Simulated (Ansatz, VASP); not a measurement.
Two plane-wave programs on InP

Contents of INCAR:

```
SYSTEM = InP
PREC = Accurate
ENCUT = 520
EDIFF = 1E-6
ISMEAR = 0
SIGMA = 0.02
LREAL = .False.
LASPH = .True.
NELM = 100
ALGO = Normal
ISIF = 2
LWAVE = .False.
LCHARG = .False.
GGA = PS
NBANDS = 16
```

The input KPOINTS:

```
regular mesh
0
Gamma
  10 10 10
  0 0 0
```

POSCAR

```
InP
1.0
    0.0000000000      2.9390910429      2.9390910429
    2.9390910429      0.0000000000      2.9390910429
    2.9390910429      2.9390910429      0.0000000000
In P
1 1
Direct
    0.0000000000      0.0000000000      0.0000000000
    0.7500000000      0.7500000000      0.7500000000
```

Input for Ansatz:

```yaml
crystal:
  lattice:
    - [0.0, 2.9390910347, 2.9390910347]
    - [2.9390910347, 0.0, 2.9390910347]
    - [2.9390910347, 2.9390910347, 0.0]
  atoms:
    - { symbol: In, position: [0.0, 0.0, 0.0] }
    - { symbol: P, position: [0.75, 0.75, 0.75] }
basis:
  ecutwfc: 420
kpoints:
  mp_grid: { grid: [10, 10, 10] }
  band_path: { path: [VBM, CBM], npoints: 2 }
hamiltonian:
  xc: pbesol
scf:
  occupations: { method: gaussian, width: 0.02 }
output:
  forces: true
  stress: true
  eigenvalues: true
```

Alike in both runs: task single point; functional PBEsol; k mesh 10 × 10 × 10; occupations gaussian, width 0.02 eV; no spin polarisation.

|  | VASP | Ansatz |
| --- | --- | --- |
| version | VASP 6.6.1 | Ansatz 0.2.0 |
| potentials or method | VASP PAW PBE potentials, release 64 (In_d, P) | scalar-relativistic, plane waves, PAW |
| plane-wave cutoff (eV) | 520 | 420 |
| valence electrons in the cell | 18 | 18 |

|  | VASP | Ansatz | Ansatz less VASP |
| --- | --- | --- | --- |
| gap on the k mesh at the Fermi level (eV) | 0.57 | 0.57 | +0.002 |
| least direct gap on the mesh (eV) | 0.57 | 0.57 | +0.002 |
| pressure (GPa) | 0.0 | 0.0 | +0.02 |

Caveats: the PAW data sets were made with another functional, which shifts forces and pressure a little (VASP); spin-orbit coupling is left out, which moves the levels of the heavy elements. A hybrid or GW would open this gap; PBEsol tends to underestimate it.
